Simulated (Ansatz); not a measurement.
Calculated ⁶⁷Zn NMR of the central transition for ZnO at a changed volume

Cell: a COD entry, relaxed with PBE at fixed cell and then changed (volume scaled by 0.94, ions relaxed).

```
Zn O
1.0
     3.18307    0.00000    0.00000
    -1.59153    2.75662    0.00000
     0.00000    0.00000    5.09757
Zn O
2 2
Direct
  0.33333 0.66667 0.00048
  0.66667 0.33333 0.50048
  0.33333 0.66667 0.38162
  0.66667 0.33333 0.88162
```

Atom numbers follow the list; atoms alike are taken as one site, whose name carries the number of the first.

Level of theory: DFT, PBE, plane waves and PAW, scalar-relativistic, 420 eV cutoff, Γ-centred 11×11×6 k-points, Fermi–Dirac smearing 0.02 eV (Ansatz 0.2.0).

⁶⁷Zn has I = 5/2 and Q = 122.0 mb (Pyykkö 2018); at 21.1 T its Larmor frequency is ν₀ = 56.3 MHz. Only the quadrupole interaction is simulated: positions count from each site's isotropic chemical shift, and J coupling is left out, as are shift anisotropy and dipolar coupling, which fast spinning averages.

Task: Simulate the second-order pattern (fast magic-angle spinning, Gaussian broadening 0.02 kHz) of site Zn (4 O at 1.94 Å; also 1 O at 3.15 Å).

Result: The calculation gives C_Q = 1.73 MHz and η = 0.00, so ν_Q = 0.259 MHz and the centre of gravity lies at -5.64 ppm (-0.318 kHz).

| offset (kHz) | height |
| --- | --- |
| -0.8280 | 0 |
| -0.8085 | 0 |
| -0.7891 | 3 |
| -0.7696 | 4 |
| -0.7502 | 4 |
| -0.7307 | 4 |
| -0.7113 | 5 |
| -0.6918 | 5 |
| -0.6724 | 5 |
| -0.6529 | 5 |
| -0.6335 | 5 |
| -0.6141 | 5 |
| -0.5946 | 5 |
| -0.5752 | 5 |
| -0.5557 | 6 |
| -0.5363 | 6 |
| -0.5168 | 10 |
| -0.4974 | 67 |
| -0.4779 | 70 |
| -0.4585 | 48 |
| -0.4390 | 41 |
| -0.4196 | 36 |
| -0.4001 | 35 |
| -0.3807 | 33 |
| -0.3612 | 32 |
| -0.3418 | 32 |
| -0.3223 | 32 |
| -0.3029 | 32 |
| -0.2834 | 32 |
| -0.2640 | 33 |
| -0.2445 | 34 |
| -0.2251 | 36 |
| -0.2056 | 39 |
| -0.1862 | 43 |
| -0.1667 | 50 |
| -0.1473 | 62 |
| -0.1278 | 100 |
| -0.1084 | 66 |
| -0.0890 | 2 |
| -0.0695 | 0 |

An axis of threefold or higher order runs through Zn, so V_zz lies along it and η is zero.

With a gap of 0.9 eV on this mesh, small gradients can still move by 0.1 × 10²¹ V/m² or more as the k-mesh gets denser. At this changed cell the PBE pressure is 16 GPa.
